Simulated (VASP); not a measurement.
# Te (P3_121) in VASP: settings compared

The runs below take Te through band structure, with r2SCAN, PBE, TB-mBJ.

Program: VASP 6.6.1. These are calculated values, not measurements. Logs are shortened: lines on timing, memory, paths and dates and some standing lists are left out, and cuts for length are marked.

## Step 1: Starting point

The structure is trigonal, space group P3_121 (No. 152). Conventional cell: a = 4.311 Å, b = 4.311 Å, c = 5.974 Å, α = 90.00°, β = 90.00°, γ = 120.00°. Around Te (site symmetry 2) lie 6 Te at 2.92 to 3.34 Å.

## Step 2: Band structure, r2SCAN

File INCAR:

```
SYSTEM = Te
PREC = Accurate
ENCUT = 520
EDIFF = 1E-7
ISMEAR = 0
SIGMA = 0.03
LREAL = .False.
LASPH = .True.
NELM = 80
ALGO = Normal
ISIF = 2
LWAVE = .False.
LCHARG = .False.
METAGGA = R2SCAN
LMIXTAU = .True.
NBANDS = 16
KPAR = 4
```

File KPOINTS:

```
Automatic mesh
0
Gamma
  9 9 6
  0 0 0
```

File POSCAR:

```
Te                                      
1.0
    4.3110270030      0.0000000000     -0.0000000000
   -2.1555135015      3.7334589010     -0.0000000000
    0.0000000000      0.0000000000      5.9737348384
  Te            
     3
Direct
     0.2853094364969323    0.0000000000000000    0.3333333332999970
     0.0000000000000000    0.2853094364969323    0.6666666667000030
     0.7146905635030677    0.7146905635030677    1.0000000000000000
```

File KPOINTS_OPT:

```
explicit points
258
Reciprocal
 0.0000000000  0.0000000000  0.0000000000 1
 0.0263157895  0.0000000000  0.0000000000 1
 0.0526315789  0.0000000000  0.0000000000 1
 0.0789473684  0.0000000000  0.0000000000 1
 0.1052631579  0.0000000000  0.0000000000 1
 0.1315789474  0.0000000000  0.0000000000 1
[... 250 lines left out ...]
 0.5000000000  0.0000000000  0.0329991900 1
 0.5000000000  0.0000000000 -0.0329991900 1
```

Potentials or basis: VASP PAW PBE potentials, release 64 (Te).

Started as:

```sh
$ cat potpaw_PBE.64/Te/POTCAR > POTCAR
$ mpirun -np 4 vasp_std > vasp.out
```

OUTCAR:

```text
SYSTEM = Te
   PREC = Accurate
   ENCUT = 520
   EDIFF = 1E-7
   ISMEAR = 0
   LREAL = .False.
   LASPH = .True.
   NELM = 80
   ISIF = 2
   METAGGA = R2SCAN

 ion  position               nearest neighbor table
   1  0.285  0.000  0.333-   3 2.92   2 2.92   3 3.34   3 3.34   2 3.34   2 3.34
   2  0.000  0.285  0.667-   3 2.92   1 2.92   3 3.34   3 3.34   1 3.34   1 3.34
   3  0.715  0.715  0.000-   1 2.92   2 2.92   1 3.34   2 3.34   2 3.34   1 3.34

  LATTYP: Found a hexagonal cell.
 ALAT       =     4.3110270030
 C/A-ratio  =     1.3856871771

  Lattice vectors:

 A1 = (   4.3110270030,   0.0000000000,   0.0000000000)
 A2 = (  -2.1555135015,   3.7334589010,   0.0000000000)
 A3 = (   0.0000000000,   0.0000000000,   5.9737348384)

Analysis of symmetry for initial positions (statically):
=====================================================================
 Subroutine PRICEL returns:
 Original cell was already a primitive cell.

 Routine SETGRP: Setting up the symmetry group for a
 hexagonal supercell.

 Subroutine GETGRP returns: Found  6 space group operations
 (whereof  2 operations were pure point group operations)
 out of a pool of 24 trial point group operations.

The static configuration has the point symmetry C_2 .
 The point group associated with its full space group is D_3 .

Analysis of symmetry for dynamics (positions and initial velocities):
=====================================================================
 Subroutine PRICEL returns:
 Original cell was already a primitive cell.

 Routine SETGRP: Setting up the symmetry group for a
 hexagonal supercell.

 Subroutine GETGRP returns: Found  6 space group operations
 (whereof  2 operations were pure point group operations)
 out of a pool of 24 trial point group operations.

The dynamic configuration has the point symmetry C_2 .
 The point group associated with its full space group is D_3 .

 Subroutine INISYM returns: Found  6 space group operations
 (whereof  2 operations are pure point group operations),
 and found     1 'primitive' translations

----------------------------------------------------------------------------------------

                                     Primitive cell

  volume of cell :      96.1475

  direct lattice vectors                    reciprocal lattice vectors
     4.311027003  0.000000000  0.000000000     0.231963288  0.133924067  0.000000000
    -2.155513502  3.733458901  0.000000000     0.000000000  0.267848134  0.000000000
[... 90 lines left out ...]
   NSW    =      0    number of steps for IOM
   IBRION =     -1    ionic relax: 0-MD 1-quasi-New 2-CG
   NFREE  =      0    steps in history (QN), initial steepest desc. (CG)
   ISIF   =      2    stress and relaxation
   ISYM   =      2    0-nonsym 1-usesym 2-fastsym
   POTIM  = 0.5000    time-step for ionic-motion
   TEBEG  =    0.0;   TEEND  =   0.0 temperature during run
   PSTRESS=    0.0 pullay stress
   NELECT =      18.0000    total number of electrons
   NUPDOWN=      -1.0000    fix difference up-down
   EMIN   =  10.00;   EMAX   =-10.00  energy-range for DOS
   EFERMI =   0.00;   METHOD = LEGACY
   ISMEAR =     0;   SIGMA  =   0.03  broadening in eV -4-tet -1-fermi 0-gaus
   EFERMI_NEDOS =   21; number of points for ismear=-14 and -15
   IALGO  =     38    algorithm
   IMIX   =      4    mixing-type and parameters
     AMIX     =   0.40;   BMIX     =  1.00
     AMIX_MAG =   1.60;   BMIX_MAG =  1.00
  volume/ion in A,a.u.               =      32.05       216.28
  Fermi-wavevector in a.u.,A,eV,Ry     =   0.936526  1.769777 11.933400  0.877080
  Thomas-Fermi vector in A             =   2.063544
   LORBIT       =      0    0 simple, 1 ext, 2 COOP (PROOUT), +10 PAW based schemes
   METAGGA = R2SCAN    functional components
   LHFCALC =     F    Hartree Fock is set to
   AEXX    =    0.0000 exact exchange contribution
   IVDW    =     0    specifies the selected vdW correction
   LEPSILON=     F    determine dielectric tensor
   LRPA    =     F    only Hartree local field effects (RPA)
 non-spin polarized calculation
 Gauss-broadening in eV      SIGMA  =   0.03
  energy-cutoff  :      520.00
  volume of cell :       96.15
 maximum number of plane-waves:      2608
   NGX = 17   NGY = 17   NGZ = 23

 number of electron      17.9999999 magnetization

 Free energy of the ion-electron system (eV)
  ---------------------------------------------------
  ext. energy  EPLUGINS =         0.00000000
  ---------------------------------------------------
  free energy    TOTEN  =       -76.14788438 eV

  energy without entropy =      -76.14788274  energy(sigma->0) =      -76.14788356

 E-fermi :   6.6585     XC(G=0):  -9.8032

 val. band max:        6.5907374315   @ k =   0.3333   0.3333   0.5000
 cond. band min:       6.7219342333   @ k =   0.3333   0.3333   0.5000
 fundamental gap:      0.1311968018
 Fermi energy:         6.6585180086

 k-point     1 :       0.0000    0.0000    0.0000
  band No.  band energies     occupation
      1      -7.9076      2.00000
      2      -4.3147      2.00000
      3      -4.3147      2.00000
      4       3.4673      2.00000
      5       3.8985      2.00000
      6       3.8985      2.00000
[... 433 lines left out ...]
      3      -3.5805      2.00000
      4       1.2153      2.00000
      5       1.8459      2.00000
      6       2.9135      2.00000
[... 8 lines left out ...]
     15      14.1882      0.00000
     16      15.0926      0.00000

 [... further k-points ...]

------------------------ aborting loop because EDIFF is reached ----------------------------------------

  FORCE on cell =-STRESS in cart. coord.  units (eV):
  Direction    XX          YY          ZZ          XY          YZ          ZX
  --------------------------------------------------------------------------------------
  -------------------------------------------------------------------------------------
  Total        1.2233720      1.2233720      1.0119666      0.0000000     -0.0000000      0.0000000
  in kB       20.3859555     20.3859555     16.8631504      0.0000000     -0.0000000      0.0000000
  external PRESSURE =      19.2116871 kB  Pullay stress =       0.0000000 kB

 VOLUME and BASIS-vectors are now :
 -----------------------------------------------------------------------------
  energy-cutoff  :      520.00
  volume of cell :       96.15
      direct lattice vectors                 reciprocal lattice vectors
     4.311027003  0.000000000  0.000000000     0.231963288  0.133924067  0.000000000
    -2.155513502  3.733458901  0.000000000     0.000000000  0.267848134  0.000000000
     0.000000000  0.000000000  5.973734838     0.000000000  0.000000000  0.167399462

 POSITION                                       TOTAL-FORCE (eV/Angst)
 -----------------------------------------------------------------------------------
      1.22998      0.00000      1.99124        -0.178764     -0.000000      0.000000
     -0.61499      1.06519      3.98249         0.089382     -0.154815      0.000000
      1.54053      2.66827      0.00000         0.089382      0.154815      0.000000
 -----------------------------------------------------------------------------------
    total drift:                                0.000001      0.000001      0.000000

  FREE ENERGIE OF THE ION-ELECTRON SYSTEM (eV)
  ---------------------------------------------------
  free  energy   TOTEN  =       -76.1478843818 eV

  energy  without entropy=      -76.1478827379  energy(sigma->0) =      -76.14788356
```

It took 2.9 min on 4 MPI ranks of Intel Xeon Platinum 8488C (Sapphire Rapids), shared host; peak memory 0.32 GiB.

Results:

| Property | Result |
| --- | --- |
| Free energy | -76.1479 eV |
| Pressure | 1.9 GPa |
| Largest force | 0.179 eV/Å |
| Band gap on the k mesh | 0.13 eV, direct |
| Band gap along the path | 0.11 eV, indirect (least direct gap 0.12 eV) |

Forces in eV/Å, atoms in the order of the input:
```
Te  -0.179  0.000  0.000
Te   0.089 -0.155  0.000
Te   0.089  0.155  0.000
```

Levels at the corners of the path, in eV from the valence-band top:
| point | band 7 | band 8 | band 9 | band 10 | band 11 | band 12 |
| --- | --- | --- | --- | --- | --- | --- |
| Γ | -1.87 | -1.87 | -1.29 | 1.03 | 1.03 | 1.82 |
| M | -4.13 | -0.91 | -0.80 | 0.66 | 0.67 | 2.77 |
| M | -4.13 | -0.91 | -0.80 | 0.66 | 0.67 | 2.77 |
| K | -3.59 | -3.46 | -3.43 | 3.18 | 3.18 | 3.38 |
| K | -3.59 | -3.46 | -3.43 | 3.18 | 3.18 | 3.38 |
| Γ | -1.87 | -1.87 | -1.29 | 1.03 | 1.03 | 1.82 |
| Γ | -1.87 | -1.87 | -1.29 | 1.03 | 1.03 | 1.82 |
| A | -1.42 | -0.93 | -0.93 | 0.24 | 0.49 | 0.49 |
| A | -1.42 | -0.93 | -0.93 | 0.24 | 0.49 | 0.49 |
| L | -2.92 | -2.67 | -0.35 | 0.40 | 2.11 | 2.82 |
| L | -2.92 | -2.67 | -0.35 | 0.40 | 2.11 | 2.82 |
| H | -1.00 | -0.02 | -0.02 | 0.11 | 0.97 | 0.97 |
| H | -1.00 | -0.02 | -0.02 | 0.11 | 0.97 | 0.97 |
| A | -1.42 | -0.93 | -0.93 | 0.24 | 0.49 | 0.49 |
| L | -2.92 | -2.67 | -0.35 | 0.40 | 2.11 | 2.82 |
| M | -4.13 | -0.91 | -0.80 | 0.66 | 0.67 | 2.77 |
| K | -3.59 | -3.46 | -3.43 | 3.18 | 3.18 | 3.38 |
| H | -1.00 | -0.02 | -0.02 | 0.11 | 0.97 | 0.97 |

Caveat: the PAW data sets were made with another functional, which shifts forces and pressure a little; spin-orbit coupling is left out, which moves the levels of the heavy elements.

## Step 3: Band structure, PBE, spin-orbit coupling, no magnetisation

File INCAR:

```
SYSTEM = Te
PREC = Accurate
ENCUT = 520
EDIFF = 1E-7
ISMEAR = 0
SIGMA = 0.03
LREAL = .False.
LASPH = .True.
NELM = 80
ALGO = Fast
ISIF = 2
LWAVE = .False.
LCHARG = .False.
MAGMOM = 0 0 0 0 0 0 0 0 0
LORBIT = 11
LSORBIT = .True.
GGA_COMPAT = .False.
GGA = PE
NBANDS = 31
KPAR = 4
```

KPOINTS is that of step 2.

POSCAR is that of step 2.

KPOINTS_OPT is that of step 2.

Potentials or basis: VASP PAW PBE potentials, release 64 (Te).

Started as:

```sh
$ cat potpaw_PBE.64/Te/POTCAR > POTCAR
$ mpirun -np 4 vasp_ncl > vasp.out
```

OUTCAR:

```text
SYSTEM = Te
   PREC = Accurate
   ENCUT = 520
   EDIFF = 1E-7
   ISMEAR = 0
   LREAL = .False.
   LASPH = .True.
   NELM = 80
   ISIF = 2
   LORBIT = 11
   LSORBIT = .True.
   GGA = PE

 ion  position               nearest neighbor table
   1  0.285  0.000  0.333-   3 2.92   2 2.92   3 3.34   3 3.34   2 3.34   2 3.34
   2  0.000  0.285  0.667-   3 2.92   1 2.92   3 3.34   3 3.34   1 3.34   1 3.34
   3  0.715  0.715  0.000-   1 2.92   2 2.92   1 3.34   2 3.34   2 3.34   1 3.34

  LATTYP: Found a hexagonal cell.
 ALAT       =     4.3110270030
 C/A-ratio  =     1.3856871771

  Lattice vectors:

 A1 = (   4.3110270030,   0.0000000000,   0.0000000000)
 A2 = (  -2.1555135015,   3.7334589010,   0.0000000000)
 A3 = (   0.0000000000,   0.0000000000,   5.9737348384)

Analysis of symmetry for initial positions (statically):
=====================================================================
 Subroutine PRICEL returns:
 Original cell was already a primitive cell.

 Routine SETGRP: Setting up the symmetry group for a
 hexagonal supercell.

 Subroutine GETGRP returns: Found  6 space group operations
 (whereof  2 operations were pure point group operations)
 out of a pool of 24 trial point group operations.

The static configuration has the point symmetry C_2 .
 The point group associated with its full space group is D_3 .

Analysis of symmetry for dynamics (positions and initial velocities):
=====================================================================
 Subroutine PRICEL returns:
 Original cell was already a primitive cell.

 Routine SETGRP: Setting up the symmetry group for a
 hexagonal supercell.

 Subroutine GETGRP returns: Found  6 space group operations
 (whereof  2 operations were pure point group operations)
 out of a pool of 24 trial point group operations.

The dynamic configuration has the point symmetry C_2 .
 The point group associated with its full space group is D_3 .

Analysis of structural, dynamic, and magnetic symmetry:
=====================================================================
 Subroutine PRICEL returns:
 Original cell was already a primitive cell.

 Routine SETGRP: Setting up the symmetry group for a
 hexagonal supercell.

 Subroutine GETGRP returns: Found  6 space group operations
 (whereof  2 operations were pure point group operations)
 out of a pool of 24 trial point group operations.

The overall configuration has the point symmetry C_2 .
 The point group associated with its full space group is D_3 .

 Subroutine INISYM returns: Found  6 space group operations
 (whereof  2 operations are pure point group operations),
 and found     1 'primitive' translations

----------------------------------------------------------------------------------------

                                     Primitive cell

  volume of cell :      96.1475

  direct lattice vectors                    reciprocal lattice vectors
[... 132 lines left out ...]

 Free energy of the ion-electron system (eV)
  ---------------------------------------------------
  ext. energy  EPLUGINS =         0.00000000
  ---------------------------------------------------
  free energy    TOTEN  =        -9.71861160 eV

  energy without entropy =       -9.71853979  energy(sigma->0) =       -9.71857569

 E-fermi :   6.7974     XC(G=0):  -9.3500

 val. band max:        6.7177685978   @ k =  -0.3333  -0.3333   0.5000
 cond. band min:       6.7975994996   @ k =   0.3333   0.3333   0.5000
 fundamental gap:      0.0798309018
 Fermi energy:         6.7973725658

 k-point     1 :       0.0000    0.0000    0.0000
  band No.  band energies     occupation
      1      -7.1759      1.00000
      2      -7.1759      1.00000
      3      -3.8047      1.00000
      4      -3.8047      1.00000
      5      -3.8041      1.00000
      6      -3.8041      1.00000
[... 781 lines left out ...]
     29      13.1909      0.00000
     30      13.2058      0.00000

 [... further k-points ...]

 [bands above 30 left out]

------------------------ aborting loop because EDIFF is reached ----------------------------------------

  FORCE on cell =-STRESS in cart. coord.  units (eV):
  Direction    XX          YY          ZZ          XY          YZ          ZX
  --------------------------------------------------------------------------------------
  -------------------------------------------------------------------------------------
  Total        1.5792026      1.5792026      1.7462256     -0.0000000      0.0000000      0.0000000
  in kB       26.3154234     26.3154234     29.0986522     -0.0000000      0.0000000      0.0000000
  external PRESSURE =      27.2431663 kB  Pullay stress =       0.0000000 kB

 VOLUME and BASIS-vectors are now :
 -----------------------------------------------------------------------------
  energy-cutoff  :      520.00
  volume of cell :       96.15
      direct lattice vectors                 reciprocal lattice vectors
     4.311027003  0.000000000  0.000000000     0.231963288  0.133924067  0.000000000
    -2.155513502  3.733458901  0.000000000     0.000000000  0.267848134  0.000000000
     0.000000000  0.000000000  5.973734838     0.000000000  0.000000000  0.167399462

 POSITION                                       TOTAL-FORCE (eV/Angst)
 -----------------------------------------------------------------------------------
      1.22998      0.00000      1.99124         0.025069     -0.000000     -0.000000
     -0.61499      1.06519      3.98249        -0.012534      0.021710      0.000000
      1.54053      2.66827      0.00000        -0.012534     -0.021710      0.000000
 -----------------------------------------------------------------------------------
    total drift:                               -0.000000     -0.000000      0.000000

  FREE ENERGIE OF THE ION-ELECTRON SYSTEM (eV)
  ---------------------------------------------------
  free  energy   TOTEN  =        -9.7186116011 eV

  energy  without entropy=       -9.7185397870  energy(sigma->0) =       -9.71857569

 Spin-Orbit-Coupling matrix elements

 Ion:    1  E_soc:     -0.2332641
 l=   1
     0.0000000    -0.0400385    -0.0392651
    -0.0400385     0.0000000    -0.0369426
    -0.0392651    -0.0369426     0.0000000
 l=   2
     0.0000000    -0.0000291     0.0000000    -0.0000287    -0.0000595
    -0.0000291     0.0000000    -0.0000513    -0.0000594    -0.0000268
     0.0000000    -0.0000513     0.0000000    -0.0001082     0.0000000
    -0.0000287    -0.0000594    -0.0001082     0.0000000    -0.0000229
    -0.0000595    -0.0000268     0.0000000    -0.0000229     0.0000000
 l=   3
     0.0000000     0.0000000     0.0000000     0.0000000     0.0000000     0.0000000     0.0000000
     0.0000000     0.0000000     0.0000000     0.0000000     0.0000000     0.0000000     0.0000000
     0.0000000     0.0000000     0.0000000     0.0000000     0.0000000     0.0000000     0.0000000
     0.0000000     0.0000000     0.0000000     0.0000000     0.0000000     0.0000000     0.0000000
[... 29 lines left out ...]
 l=   2
     0.0000000    -0.0000258     0.0000000    -0.0000260    -0.0000595
    -0.0000258     0.0000000    -0.0000940    -0.0000594    -0.0000269
     0.0000000    -0.0000940     0.0000000    -0.0000656     0.0000000
    -0.0000260    -0.0000594    -0.0000656     0.0000000    -0.0000289
    -0.0000595    -0.0000269     0.0000000    -0.0000289     0.0000000
 l=   3
     0.0000000     0.0000000     0.0000000     0.0000000     0.0000000     0.0000000     0.0000000
     0.0000000     0.0000000     0.0000000     0.0000000     0.0000000     0.0000000     0.0000000
     0.0000000     0.0000000     0.0000000     0.0000000     0.0000000     0.0000000     0.0000000
     0.0000000     0.0000000     0.0000000     0.0000000     0.0000000     0.0000000     0.0000000
     0.0000000     0.0000000     0.0000000     0.0000000     0.0000000     0.0000000     0.0000000
     0.0000000     0.0000000     0.0000000     0.0000000     0.0000000     0.0000000     0.0000000
     0.0000000     0.0000000     0.0000000     0.0000000     0.0000000     0.0000000     0.0000000

 total charge

# of ion       s       p       d       tot
------------------------------------------
    1        1.438   1.809   0.046   3.293
    2        1.438   1.809   0.046   3.293
    3        1.438   1.809   0.046   3.293
--------------------------------------------------
tot          4.313   5.426   0.139   9.878

 magnetization (x)

# of ion       s       p       d       tot
------------------------------------------
    1        0.000   0.000  -0.000   0.000
    2       -0.000  -0.000   0.000  -0.000
    3       -0.000  -0.000   0.000  -0.000
--------------------------------------------------
tot          0.000  -0.000   0.000   0.000

 magnetization (y)

# of ion       s       p       d       tot
------------------------------------------
    1       -0.000   0.000  -0.000  -0.000
    2        0.000   0.000  -0.000   0.000
    3       -0.000  -0.000   0.000  -0.000
--------------------------------------------------
tot         -0.000  -0.000  -0.000  -0.000

 magnetization (z)

# of ion       s       p       d       tot
------------------------------------------
    1       -0.000   0.000  -0.000  -0.000
    2       -0.000   0.000   0.000   0.000
    3        0.000   0.000   0.000   0.000
--------------------------------------------------
tot         -0.000   0.000   0.000   0.000
```

It took 5.8 min on 4 MPI ranks of Intel Xeon Platinum 8488C (Sapphire Rapids), shared host; peak memory 0.85 GiB.

Results:

* Free energy: -9.7186 eV
* Pressure: 2.7 GPa
* Largest force: 0.025 eV/Å
* Valence electrons inside the program's atomic spheres: Te 3.29

Forces in eV/Å, atoms in the order of the input:
```
Te   0.025  0.000  0.000
Te  -0.013  0.022  0.000
Te  -0.013 -0.022  0.000
```

Stress tensor (GPa, compression positive):
```
2.63 0.00 0.00
0.00 2.63 0.00
0.00 0.00 2.91
```

(Continued in part 2 of 2.)
